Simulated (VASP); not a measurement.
Wanted: the native input for a VASP 6.6.1 run.

```
Task                   : single point
Functional             : BLYP
Potentials or basis    : VASP PAW PBE potentials, release 64 (Ga_d)
Cutoff                 : 520 eV
k mesh                 : 9 × 9 × 11
Occupations            : fermi-dirac, width 0.1 eV
Spin                   : no spin polarisation
Dipole correction      : no
Further INCAR settings : ALGO = Normal; EDIFF = 1e-06; NBANDS = 26
```

The structure of Ga lies in POSCAR:

```
Ga
1.0
    4.7868976105      0.0000000000      0.0000000000
   -2.3934488053      4.1455749360      0.0000000000
    0.0000000000      0.0000000000      3.2314667654
Ga
3
Direct
    1.0000000000      1.0000000000      0.0000000000
    0.3333333333      0.6666666667      0.5000000000
    0.6666666667      0.3333333333      0.5000000000
```

This isn't the form of Ga at room conditions, which is orthorhombic.

One way to write it, as run:

INCAR

```
PREC     = Accurate       # precision mode
ENCUT    = 520            # plane-wave cutoff, eV
EDIFF    = 1E-6           # SCF threshold, eV
ISMEAR   = -1             # smearing method
SIGMA    = 0.1            # smearing width, eV
LREAL    = F              # projectors in reciprocal space
LASPH    = T              # aspherical terms in the spheres
NELM     = 60             # most SCF steps
ALGO     = Normal         # electronic algorithm
ISIF     = 2              # what is computed and relaxed
LWAVE    = F              # write WAVECAR
LCHARG   = F              # write CHGCAR
GGA      = B5             # functional
ALDAX    = 1.0          
AGGAX    = 1.0          
AGGAC    = 1.0          
ALDAC    = 0.0          
NBANDS   = 26             # bands
```

KPOINTS

```
Automatic mesh
0
Gamma
  9 9 11
```

Potentials or basis: VASP PAW PBE potentials, release 64 (Ga_d).

Run with:

```console
$ cat potpaw_PBE.64/Ga_d/POTCAR > POTCAR
$ mpirun -np 1 vasp_std > vasp.out
```

It gave:

```
Pressure               : 1.6 GPa
Band gap on the k mesh : none (metal or under the smearing width)
```

Caveat: the PAW data sets were made with another functional, which shifts forces and pressure a little.

It took 78 s on 1 thread of AMD EPYC 9R45 96-Core Processor (Zen 5), on a shared host, peak memory 0.2 GiB.
